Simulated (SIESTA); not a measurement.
Crystal: NaI.

```
I Na
1.0
     0.00000    3.23640    3.23640
     3.23640    0.00000    3.23640
     3.23640    3.23640    0.00000
I Na
1 1
Direct
  0.50000 0.50000 0.50000
  0.00000 0.00000 0.00000
```

Base run:

| Quantity | Value |
| --- | --- |
| Program | SIESTA 5.4.2 |
| Functional | BLYP |
| Potentials or basis | PseudoDojo 0.4 standard (PBE files) |
| Basis | DZP (energy shift 0.003 Ry; two zetas on semicore shells) |
| Grid cutoff | 800 Ry |
| Energy shift | 0.003 Ry |
| k mesh | 7 × 7 × 7 |
| Occupations | fermi-dirac, width 0.05 eV |
| Spin | no spin polarisation |

Its results: band gap on the k mesh 3.87 eV, direct; pressure 1.6 GPa.

**Question.** The run is repeated on the same cell with these changes: functional from BLYP to PBE. What comes out?

**Answer.** Band gap on the k mesh 3.76 eV, direct; pressure 0.6 GPa.

PBE binds more tightly than BLYP, so the same cell stands under less pressure.

Caveats: spin-orbit coupling is left out, which moves the levels of the heavy elements; the basis of atomic orbitals isn't converged, which shifts pressures, moduli and gaps; the potentials were made for another functional, which shifts forces and pressure (some runs); the basis holds too few empty states to meet the f-sum rule, so the spectrum is short of weight at high energy (some runs); an odd mesh through Γ misses points on the zone boundary, where band edges often lie (some runs).

Not every run made on this cell is shown here.
